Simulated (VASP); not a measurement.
# Sc (I4/mmm) in VASP: a series of runs

Runs on Sc. Level: PBE. Tasks: single point.

All numbers are computed with VASP 6.6.1; they aren't measurements. Logs are shortened: lines on timing, memory, paths and dates and some standing lists are left out, and cuts for length are marked.

## 1. The cell of the first run

It takes space group I4/mmm (No. 139, tetragonal). The conventional cell has a = 3.211 Å, b = 3.211 Å, c = 4.314 Å, α = 90.00°, β = 90.00°, γ = 90.00°. Around Sc (site symmetry 4/mmm) lie 12 Sc at 3.13 to 3.21 Å.

This isn't the form of Sc at room conditions, which is hcp.

## 2. Single point, PBE (strain +0.000 along x and y, -0.050 along z, atoms carried along)

Contents of INCAR:

```
PREC = Accurate
ENCUT = 520
EDIFF = 1E-6
ISMEAR = 0
SIGMA = 0.15
LREAL = False
LASPH = True
NELM = 100
ALGO = Fast
ISIF = 2
LWAVE = False
LCHARG = True
GGA = PE
LELF = True
LVHAR = True
NBANDS = 12
```

Contents of KPOINTS:

```
Automatic mesh
0
Gamma
  18 18 18
```

Contents of POSCAR:

```
Sc
1.0
    0.0000000000      2.2705000000      2.1569750000
    2.2705000000      0.0000000000      2.1569750000
    2.2705000000      2.2705000000      0.0000000000
Sc
1
Direct
    0.0000000000      0.0000000000      0.0000000000
```

Potentials or basis: VASP PAW PBE potentials, release 64 (Sc_sv).

On the command line:

```
> cat potpaw_PBE.64/Sc_sv/POTCAR > POTCAR
> mpirun -np 1 vasp_std > vasp.out
```

OUTCAR:

```text
PREC = Accurate
   ENCUT = 520
   EDIFF = 1E-6
   ISMEAR = 0
   LREAL = False
   LASPH = True
   NELM = 100
   ISIF = 2
   GGA = PE

 ion  position               nearest neighbor table
   1  0.000  0.000  0.000-

  LATTYP: Found a body centered tetragonal cell.
 ALAT       =     3.2109718934
 C/A-ratio  =     1.3435028843

  Lattice vectors:

 A1 = (   0.0000000000,  -2.2705000000,  -2.1569750000)
 A2 = (   0.0000000000,   2.2705000000,  -2.1569750000)
 A3 = (   2.2705000000,   0.0000000000,   2.1569750000)

Analysis of symmetry for initial positions (statically):
=====================================================================
 Subroutine PRICEL returns:
 Original cell was already a primitive cell.

 Routine SETGRP: Setting up the symmetry group for a
 body centered tetragonal supercell.

 Subroutine GETGRP returns: Found 16 space group operations
 (whereof 16 operations were pure point group operations)
 out of a pool of 16 trial point group operations.

The static configuration has the point symmetry D_4h.

Analysis of symmetry for dynamics (positions and initial velocities):
=====================================================================
 Subroutine PRICEL returns:
 Original cell was already a primitive cell.

 Routine SETGRP: Setting up the symmetry group for a
 body centered tetragonal supercell.

 Subroutine GETGRP returns: Found 16 space group operations
 (whereof 16 operations were pure point group operations)
 out of a pool of 16 trial point group operations.

The dynamic configuration has the point symmetry D_4h.

 Subroutine INISYM returns: Found 16 space group operations
 (whereof 16 operations are pure point group operations),
 and found     1 'primitive' translations

----------------------------------------------------------------------------------------

                                     Primitive cell

  volume of cell :      22.2391

  direct lattice vectors                    reciprocal lattice vectors
     0.000000000  2.270500000  2.156975000    -0.220215811  0.220215811  0.231806117
     2.270500000  0.000000000  2.156975000     0.220215811 -0.220215811  0.231806117
     2.270500000  2.270500000  0.000000000     0.220215811  0.220215811 -0.231806117

  length of vectors
     3.131726585  3.131726585  3.210971893     0.388231997  0.388231997  0.388231997

  position of ions in fractional coordinates (direct lattice)
     0.000000000  0.000000000  0.000000000

  ion indices of the primitive-cell ions
   primitive index   ion index
                 1           1

----------------------------------------------------------------------------------------

 KPOINTS: Automatic mesh

Automatic generation of k-mesh.
 Grid dimensions read from file:
 generate k-points for:   18   18   18

 Generating k-lattice:

  Cartesian coordinates                     Fractional coordinates (reciprocal lattice)
    -0.012234212  0.012234212  0.012878118     0.055555556  0.000000000  0.000000000
     0.012234212 -0.012234212  0.012878118     0.000000000  0.055555556  0.000000000
     0.012234212  0.012234212 -0.012878118    -0.000000000 -0.000000000  0.055555556

  Length of vectors
     0.021568444  0.021568444  0.021568444

  Shift w.r.t. Gamma in fractional coordinates (k-lattice)
     0.000000000  0.000000000  0.000000000

 Subroutine IBZKPT returns following result:
 ===========================================

 Found    480 irreducible k-points:

 Following reciprocal coordinates:
            Coordinates               Weight
  0.000000  0.000000  0.000000      1.000000
  0.055556 -0.000000  0.000000      8.000000
  0.111111 -0.000000  0.000000      8.000000
  0.166667  0.000000  0.000000      8.000000
  0.222222 -0.000000  0.000000      8.000000
  0.277778 -0.000000  0.000000      8.000000
[... 16 lines left out ...]
 -0.277778  0.055556  0.000000      8.000000
 -0.222222  0.055556  0.000000      8.000000
 [... further k-points ...]
   k-points           NKPTS =    480   k-points in BZ     NKDIM =    480   number of bands    NBANDS=     12
   number of dos      NEDOS =    301   number of ions     NIONS =      1
   total plane-waves  NPLWV =  13824
   dimension x,y,z NGX =    24 NGY =   24 NGZ =   24
   dimension x,y,z NGXF=    48 NGYF=   48 NGZF=   48
   ions per type =               1
   NGX,Y,Z   is equivalent  to a cutoff of  12.74, 12.74, 12.43 a.u.
   NGXF,Y,Z  is equivalent  to a cutoff of  25.48, 25.48, 24.85 a.u.
 SYSTEM =  unknown system
   PREC   = accura    normal or accurate (medium, high low for compatibility)
   ISTART =      0    job   : 0-new  1-cont  2-samecut
   ICHARG =      2    charge: 1-file 2-atom 10-const
   ISPIN  =      1    spin polarized calculation?
   LNONCOLLINEAR =      F non collinear calculations
   LSORBIT =      F    spin-orbit coupling
   LASPH  =      T    aspherical Exc in radial PAW
   ENCUT  =  520.0 eV  38.22 Ry    6.18 a.u.   5.82  5.82  5.97*2*pi/ulx,y,z
   NELM   =    100;   NELMIN=  2; NELMDL= -5     # of ELM steps
   EDIFF  = 0.1E-05   stopping-criterion for ELM
   LREAL  =      F    real-space projection
   EDIFFG = 0.1E-04   stopping-criterion for IOM
   NSW    =      0    number of steps for IOM
   IBRION =     -1    ionic relax: 0-MD 1-quasi-New 2-CG
   NFREE  =      0    steps in history (QN), initial steepest desc. (CG)
   ISIF   =      2    stress and relaxation
   ISYM   =      2    0-nonsym 1-usesym 2-fastsym
   POTIM  = 0.5000    time-step for ionic-motion
   TEBEG  =    0.0;   TEEND  =   0.0 temperature during run
   PSTRESS=    0.0 pullay stress
   NELECT =      11.0000    total number of electrons
   NUPDOWN=      -1.0000    fix difference up-down
   EMIN   =  10.00;   EMAX   =-10.00  energy-range for DOS
   EFERMI =   0.00;   METHOD = LEGACY
   ISMEAR =     0;   SIGMA  =   0.15  broadening in eV -4-tet -1-fermi 0-gaus
   EFERMI_NEDOS =   21; number of points for ismear=-14 and -15
   IALGO  =     68    algorithm
   IMIX   =      4    mixing-type and parameters
     AMIX     =   0.40;   BMIX     =  1.00
     AMIX_MAG =   1.60;   BMIX_MAG =  1.00
  volume/ion in A,a.u.               =      22.24       150.08
  Fermi-wavevector in a.u.,A,eV,Ry     =   1.294692  2.446612 22.806446  1.676227
  Thomas-Fermi vector in A             =   2.426259
   LORBIT       =      0    0 simple, 1 ext, 2 COOP (PROOUT), +10 PAW based schemes
   GGA     = PE    functional components
   LHFCALC =     F    Hartree Fock is set to
   AEXX    =    0.0000 exact exchange contribution
   IVDW    =     0    specifies the selected vdW correction
   LEPSILON=     F    determine dielectric tensor
   LRPA    =     F    only Hartree local field effects (RPA)
 non-spin polarized calculation
 RMM-DIIS sequential band-by-band and
 Gauss-broadening in eV      SIGMA  =   0.15
  energy-cutoff  :      520.00
  volume of cell :       22.24
 maximum number of plane-waves:       612
   NGX = 11   NGY = 11   NGZ = 11

 number of electron      11.0000004 magnetization

 Free energy of the ion-electron system (eV)
  ---------------------------------------------------
  ext. energy  EPLUGINS =         0.00000000
  ---------------------------------------------------
  free energy    TOTEN  =        -6.16282185 eV

  energy without entropy =       -6.14370048  energy(sigma->0) =       -6.15326117

 E-fermi :   4.3765     XC(G=0): -10.2933

 val. band max:        4.3676463725   @ k =   0.4444   0.2778   0.1111
 cond. band min:       4.3766861377   @ k =  -0.3889   0.3889   0.2222
 fundamental gap:      0.0090397653
 Fermi energy:         4.3765195325

 k-point     1 :       0.0000    0.0000    0.0000
  band No.  band energies     occupation
      1     -44.7960      2.00000
      2     -23.1432      2.00000
      3     -23.1421      2.00000
      4     -23.1421      2.00000
      5      -1.0022      2.00000
      6       5.9866      0.00000
      7       5.9866      0.00000
      8       6.3326      0.00000
      9       7.4471      0.00000
     10       7.8582      0.00000
     11      17.4844      0.00000
     12      20.9307      0.00000

 k-point     2 :       0.0556   -0.0000    0.0000
  band No.  band energies     occupation
      1     -44.7933      2.00000
      2     -23.1601      2.00000
      3     -23.1449      2.00000
      4     -23.1444      2.00000
      5      -0.9157      2.00000
      6       5.9531      0.00000
      7       6.0192      0.00000
      8       6.3318      0.00000
      9       7.4275      0.00000
     10       7.8284      0.00000
     11      17.5807      0.00000
     12      20.4231      0.00000

 k-point     3 :       0.1111   -0.0000    0.0000
  band No.  band energies     occupation
      1     -44.7853      2.00000
      2     -23.2105      2.00000
      3     -23.1529      2.00000
      4     -23.1490      2.00000
      5      -0.6615      2.00000
      6       5.8140      0.00000
      7       6.1003      0.00000
      8       6.3739      0.00000
      9       7.3901      0.00000
     10       7.7554      0.00000
     11      17.7870      0.00000
     12      19.2512      0.00000
[... 286 lines left out ...]
 k-point    23 :      -0.2778    0.0556    0.0000
  band No.  band energies     occupation
      1     -44.7360      2.00000
      2     -23.4994      2.00000
      3     -23.1976      2.00000
      4     -23.1953      2.00000
      5       1.1259      2.00000
      6       4.9607      0.00000
      7       6.1173      0.00000
      8       6.3494      0.00000
      9       7.6852      0.00000
     10       8.1766      0.00000
     11      14.8418      0.00000
     12      17.9150      0.00000

 k-point    24 :      -0.2222    0.0556    0.0000
  band No.  band energies     occupation
      1     -44.7518      2.00000
      2     -23.4054      2.00000
      3     -23.1884      2.00000
      4     -23.1794      2.00000
      5       0.5114      2.00000
      6       5.1876      0.00000
      7       6.2328      0.00000
      8       6.4433      0.00000
      9       7.3736      0.00000
     10       7.9662      0.00000
     11      16.0623      0.00000
     12      18.2615      0.00000

 [... further k-points ...]
[... 5 lines left out ...]
  --------------------------------------------------------------------------------------
  -------------------------------------------------------------------------------------
  Total        0.8073663      0.8073663      0.9946385      0.0000000     -0.0000000      0.0000000
  in kB       58.1651795     58.1651795     71.6568533      0.0000000     -0.0000000      0.0000000
  external PRESSURE =      62.6624041 kB  Pullay stress =       0.0000000 kB

 VOLUME and BASIS-vectors are now :
 -----------------------------------------------------------------------------
  energy-cutoff  :      520.00
  volume of cell :       22.24
      direct lattice vectors                 reciprocal lattice vectors
     0.000000000  2.270500000  2.156975000    -0.220215811  0.220215811  0.231806117
     2.270500000  0.000000000  2.156975000     0.220215811 -0.220215811  0.231806117
     2.270500000  2.270500000  0.000000000     0.220215811  0.220215811 -0.231806117

 POSITION                                       TOTAL-FORCE (eV/Angst)
 -----------------------------------------------------------------------------------
      0.00000      0.00000      0.00000         0.000000      0.000000      0.000000
 -----------------------------------------------------------------------------------
    total drift:                               -0.000000     -0.000000     -0.000000

  FREE ENERGIE OF THE ION-ELECTRON SYSTEM (eV)
  ---------------------------------------------------
  free  energy   TOTEN  =        -6.1628218483 eV

  energy  without entropy=       -6.1437004819  energy(sigma->0) =       -6.15326117
```

Wall time 76 s (1 thread of AMD EPYC 9R45 (Zen 5), shared host); peak memory 0.2 GiB.

What came out:

```yaml
Free_energy: -6.1628 eV
Pressure: 6.3 GPa
Band_gap_on_the_k_mesh: none (metal or under the smearing width)
```

## 3. Single point, PBE (strain -0.050 along x and y, +0.050 along z, atoms carried along)

Contents of INCAR:

```
SYSTEM = Sc
ALGO = Fast
EDIFF = 1E-6
ENCUT = 520
GGA = PE
ISIF = 2
ISMEAR = 0
LASPH = .True.
LCHARG = .False.
LREAL = .False.
LWAVE = .False.
NBANDS = 12
NELM = 100
PREC = Accurate
SIGMA = 0.15
```

Contents of KPOINTS:

```
k-points
0
Gamma
  18 18 18
  0 0 0
```

Contents of POSCAR:

```
Sc
1.0
    0.0000000000      2.1569750000      2.3840250000
    2.1569750000      0.0000000000      2.3840250000
    2.1569750000      2.1569750000      0.0000000000
Sc
1
Direct
    0.0000000000      0.0000000000      0.0000000000
```

Potentials or basis: VASP PAW PBE potentials, release 64 (Sc_sv).

On the command line:

```
> cat potpaw_PBE.64/Sc_sv/POTCAR > POTCAR
> mpirun -np 1 vasp_std > vasp.out
```

Wall time 76 s (1 thread of AMD EPYC 9R45 (Zen 5), shared host); peak memory 0.21 GiB.

It converged, with:

```
Free energy            : -6.1489 eV
Pressure               : 6.4 GPa
Band gap on the k mesh : none (metal or under the smearing width)
```

Stress tensor (GPa, compression positive):
```
7.52 0.00 0.00
0.00 7.52 0.00
0.00 0.00 4.14
```

Levels at points of the mesh, in eV from the Fermi level:
| k point | band 2 | band 3 | band 4 | band 5 | band 6 | band 7 | band 8 | band 9 |
| --- | --- | --- | --- | --- | --- | --- | --- | --- |
| (0.00, 0.00, 0.00) | -27.52 | -27.52 | -27.52 | -5.37 | 1.25 | 2.01 | 2.01 | 2.79 |
| (0.50, 0.00, 0.00) | -28.09 | -27.62 | -27.55 | -1.88 | 0.47 | 1.21 | 1.98 | 4.17 |
| (0.50, 0.50, 0.00) | -28.01 | -27.66 | -27.66 | -1.83 | -0.64 | 1.35 | 4.37 | 4.56 |
| (0.50, 0.00, 0.50) | -28.06 | -27.82 | -27.67 | -1.73 | -0.81 | 2.87 | 4.23 | 4.26 |
